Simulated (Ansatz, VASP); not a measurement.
**BN: VASP beside Ansatz**

INCAR

```
SYSTEM = BN
ALGO     = Normal         ! electronic algorithm
EDIFF    = 1E-7           ! SCF threshold, eV
ENCUT    = 520            ! plane-wave cutoff, eV
GGA      = PE             ! functional
ISIF     = 2              ! what is computed and relaxed
ISMEAR   = -1             ! smearing method
LASPH    = .TRUE.         ! aspherical terms in the spheres
LCHARG   = .FALSE.        ! write CHGCAR
LREAL    = .FALSE.        ! projectors in reciprocal space
LWAVE    = .FALSE.        ! write WAVECAR
NBANDS   = 11             ! bands
NELM     = 60             ! most SCF steps
PREC     = Accurate       ! precision mode
SIGMA    = 0.05           ! smearing width, eV
```

Contents of KPOINTS:

```
k-points
0
G
  14 14 14
  0 0 0
```

Contents of POSCAR:

```
BN
1.0
    1.9996286079      0.0000000000      0.0000000000
    0.0000000000      1.9996286079      0.0000000000
    0.0000000000      0.0000000000      1.9996286079
B N
1 1
Direct
    0.0000000000      0.0000000000      0.0000000000
    0.5000000000      0.5000000000      0.5000000000
```

Input for Ansatz:

```yaml
crystal:
  lattice:
    - [1.9996286079, 0.0, 0.0]
    - [0.0, 1.9996286079, 0.0]
    - [0.0, 0.0, 1.9996286079]
  atoms:
    - { symbol: B, position: [0.0, 0.0, 0.0] }
    - { symbol: "N", position: [0.5, 0.5, 0.5] }
kpoints:
  mp_grid: { grid: [14, 14, 14] }
scf:
  occupations: { method: fermi_dirac, width: 0.05 }
hamiltonian:
  xc: pbe
  pseudopotentials: { kind: all_electron, lapw: { basis_error: 0.001 } }
output:
  forces: true
  stress: true
  eigenvalues: true
  populations: true
```

Change from the starting cell: volume scaled by 0.64, LAPW.

Alike in both runs: task single point; functional PBE; k mesh 14 × 14 × 14; occupations fermi-dirac, width 0.05 eV; no spin polarisation.

```csv
,VASP,Ansatz
version,VASP 6.6.1,Ansatz 0.2.0
potentials or method,"VASP PAW PBE potentials, release 64 (B, N)","all-electron LAPW, scalar-relativistic"
plane-wave cutoff (eV),520,see its input
```

Ansatz gave:

| Item | Value |
| --- | --- |
| pressure (GPa) | 266.6 |

What did VASP give for the same quantities?

Pressure (GPa): 266.8.

Ansatz ran all-electron here, so the differences hold the error of VASP's frozen core and of both bases.

Caveats: the cell as given lies far from equilibrium; so large a pressure means that the cell lies far from this level's equilibrium, or that cutoff or potentials fall short (VASP).
